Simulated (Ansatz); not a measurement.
# Frozen-phonon scan for BaF2 (fluorite)

Starting cell, BaF2 (fluorite):

```
CELL_PARAMETERS angstrom
      0.00000     6.24626     6.24626
      3.12313     0.00000     3.12313
      3.12313     3.12313     0.00000
ATOMIC_POSITIONS crystal
  Ba 0.00000 0.00000 0.00000
  Ba 0.50000 0.00000 0.00000
  F  0.12500 0.25000 0.25000
  F  0.62500 0.25000 0.25000
  F  0.37500 0.75000 0.75000
  F  0.87500 0.75000 0.75000
```

A phonon eigenvector at L = (0.5, 0.0, 0.0) is frozen into this cell: atom i moves by Q times the vector below, so Q is the largest atomic displacement, in Å. The cell is held. (q is in reciprocal vectors of the primitive cell; the cell shown is doubled to hold the pattern.)

| atom | x | y | z |
|---|---|---|---|
| Ba1 | 0.116 | -0.116 | -0.116 |
| Ba2 | -0.116 | 0.116 | 0.116 |
| F3 | -0.577 | 0.577 | 0.577 |
| F4 | 0.577 | -0.577 | -0.577 |
| F5 | 0.577 | -0.577 | -0.577 |
| F6 | -0.577 | 0.577 | 0.577 |

The numbers are results of PBE (plane waves to 420 eV, PAW, scalar-relativistic; Ansatz, an electronic-structure program), not measurements. k mesh 9×9×9 (Γ-centred), Fermi-Dirac smearing 0.05 eV. E stands for the smeared free energy. Compression counts positive. BaF2 was relaxed with its symmetry unable to fall. ΔE is measured from the undisplaced structure.

```json
[
 {"Q (Å)": "-0.180", "ΔE (meV/cell)": "236.0", "P (GPa)": "0.39", "−dE/dQ from forces (eV/Å)": "2.596"},
 {"Q (Å)": "-0.150", "ΔE (meV/cell)": "164.4", "P (GPa)": "0.27", "−dE/dQ from forces (eV/Å)": "2.176"},
 {"Q (Å)": "-0.120", "ΔE (meV/cell)": "105.4", "P (GPa)": "0.18", "−dE/dQ from forces (eV/Å)": "1.750"},
 {"Q (Å)": "-0.090", "ΔE (meV/cell)": "59.4", "P (GPa)": "0.10", "−dE/dQ from forces (eV/Å)": "1.317"},
 {"Q (Å)": "-0.060", "ΔE (meV/cell)": "26.4", "P (GPa)": "0.05", "−dE/dQ from forces (eV/Å)": "0.881"},
 {"Q (Å)": "-0.030", "ΔE (meV/cell)": "6.6", "P (GPa)": "0.02", "−dE/dQ from forces (eV/Å)": "0.441"},
 {"Q (Å)": "0.000", "ΔE (meV/cell)": "0.0", "P (GPa)": "0.01", "−dE/dQ from forces (eV/Å)": "0.000"},
 {"Q (Å)": "0.030", "ΔE (meV/cell)": "6.6", "P (GPa)": "0.02", "−dE/dQ from forces (eV/Å)": "-0.441"},
 {"Q (Å)": "0.060", "ΔE (meV/cell)": "26.4", "P (GPa)": "0.05", "−dE/dQ from forces (eV/Å)": "-0.881"},
 {"Q (Å)": "0.090", "ΔE (meV/cell)": "59.4", "P (GPa)": "0.10", "−dE/dQ from forces (eV/Å)": "-1.317"},
 {"Q (Å)": "0.120", "ΔE (meV/cell)": "105.4", "P (GPa)": "0.18", "−dE/dQ from forces (eV/Å)": "-1.750"},
 {"Q (Å)": "0.150", "ΔE (meV/cell)": "164.4", "P (GPa)": "0.27", "−dE/dQ from forces (eV/Å)": "-2.176"},
 {"Q (Å)": "0.180", "ΔE (meV/cell)": "236.0", "P (GPa)": "0.39", "−dE/dQ from forces (eV/Å)": "-2.596"}
]
```

Read from the data:

```
Quantity                                                                                                             Result
-----------------------------------------------------------  --------------------------------------------------------------
Energy at Q = 0.180 Å                                                                                        236.0 meV/cell
Space group of the distorted cell                                                        R-3m (No. 166), lowered from Fm-3m
Symmetry of the curve                                                                         even: the same for both signs
Shape of the curve                                           a single well with its minimum at or next to zero displacement
Harmonic wavenumber from the curvature (finite differences)                                                        214 cm⁻¹
Wavenumber by perturbation theory (DFPT, on another k mesh)                                                        214 cm⁻¹
```

(A displaced cell: forces are minus the slopes of the energy, force constants its curvatures, and phonons follow from these.)
